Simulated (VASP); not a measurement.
## A VASP 6.6.1 single-point calculation on SnTe

INCAR

```
IBRION = -1
ISMEAR = -1
NSW = 0
SIGMA = 0.02
NBANDS = 17
LASPH = .TRUE.
LREAL = .FALSE.
LWAVE = .FALSE.
ISYM = -1
ISIF = 2
NELM = 120
EDIFF = 1E-7
ENCUT = 520
PREC = Accurate
GGA = PE
LCHARG = .FALSE.
```

KPOINTS

```
KPOINTS created by Atomic Simulation Environment
0
Gamma
4 4 4
0 0 0
```

POSCAR

```
Sn Te
 1.0000000000000000
     0.0000000000000000    3.0617571315999998    3.2052120372999999
     3.0617571315999998    0.0000000000000000    3.2052120372999999
     3.0617571315999998    3.0617571315999998    0.0000000000000000
 Sn  Te
   1   1
Cartesian
  0.0000000000000000  0.0000000000000000  0.0000000000000000
  3.0617571315999994  3.0617571315999994  3.2052120372999999
```

The recommended PBE PAW datasets give the neutral cell 20 valence electrons.

Command

```
mpirun -np 1 vasp_std
```

Q: Predict the outcome of this run.

A: It converged. Results: gap between bands v and c on the k mesh 0.36 eV; least direct gap on the k mesh 0.36 eV; pressure 3.9 GPa. Band v is the last that the valence electrons fill when counted band by band, and c is the next.

OSZICAR

```
N       E                     dE             d eps       ncg     rms          rms(c)
DAV:   1     0.125105064546E+03    0.12511E+03   -0.94946E+03  2212   0.136E+03
DAV:   2     0.394522002724E+01   -0.12116E+03   -0.11767E+03  2332   0.335E+02
DAV:   3    -0.718042354400E+01   -0.11126E+02   -0.11054E+02  2672   0.888E+01
DAV:   4    -0.750107959125E+01   -0.32066E+00   -0.32032E+00  2684   0.156E+01
DAV:   5    -0.751381457936E+01   -0.12735E-01   -0.12734E-01  3246   0.300E+00    0.670E+00
DAV:   6    -0.747478368771E+01    0.39031E-01   -0.89400E-02  3228   0.225E+00    0.410E+00
DAV:   7    -0.747575315456E+01   -0.96947E-03   -0.46078E-02  2785   0.122E+00    0.545E-01
DAV:   8    -0.747494121235E+01    0.81194E-03   -0.78568E-03  2833   0.733E-01    0.197E-01
DAV:   9    -0.747504333997E+01   -0.10213E-03   -0.45698E-04  3042   0.206E-01    0.960E-02
DAV:  10    -0.747504828271E+01   -0.49427E-05   -0.44373E-05  2902   0.665E-02    0.398E-02
DAV:  11    -0.747504902309E+01   -0.74038E-06   -0.10009E-05  2930   0.311E-02    0.410E-03
DAV:  12    -0.747504864192E+01    0.38117E-06   -0.54862E-07  2829   0.927E-03    0.303E-03
DAV:  13    -0.747504833305E+01    0.30886E-06   -0.10753E-07  1948   0.196E-03    0.170E-03
DAV:  14    -0.747504848261E+01   -0.14956E-06   -0.89557E-09  1272   0.113E-03    0.393E-04
DAV:  15    -0.747504846800E+01    0.14618E-07   -0.45811E-09  1247   0.497E-04
   1 F= -.74750485E+01 E0= -.74750452E+01  d E =-.658569E-05
```

These settings aren't sound, so the numbers aren't properties of the crystal.

On sound settings PBE gives a gap of 0.34 eV on its mesh and a pressure of 4.8 GPa for the intended cell.
